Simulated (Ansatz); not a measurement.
Relaxing Cr in the sc type

First guess:

```
CELL_PARAMETERS angstrom
2.47010 0.00000 0.00000
0.00000 2.47010 0.00000
0.00000 0.00000 2.47010
ATOMIC_POSITIONS crystal
Cr 0.00000 0.00000 0.00000
```

Method: DFT, PBE, PAW with Ansatz's default frozen-core files, scalar-relativistic (Ansatz 0.2.0).

Cell and atoms relax within the symmetry of the start on a 16×16×16 k mesh with 0.05 eV Fermi–Dirac smearing, from parallel moments.

The start is built from a prototype, known or not as a phase of this compound; the cutoff is 420 eV.

The magnetic state is the one reached from parallel moments; other orders may lie lower.

Q: What is the pressure of the first guess?

A: -21.9 GPa.

Q: What does it relax to?

A: a = 2.341 Å, b = 2.341 Å, c = 2.341 Å, α = 90.00°, β = 90.00°, γ = 90.00° (conventional cell), 12.82 Å³ per atom:
Space group Pm-3m (No. 221). a = 2.341 Å, b = 2.341 Å, c = 2.341 Å, α = 90.00°, β = 90.00°, γ = 90.00°
| atom | site | symmetry | x | y | z |
| --- | --- | --- | --- | --- | --- |
| Cr | 1a | m-3m | 0.0000 | 0.0000 | 0.0000 |

Q: How much energy does the relaxation release?

A: 177 meV/atom.

Q: What moment does the relaxed primitive cell (1 atom) carry?

A: 0.00 μB.
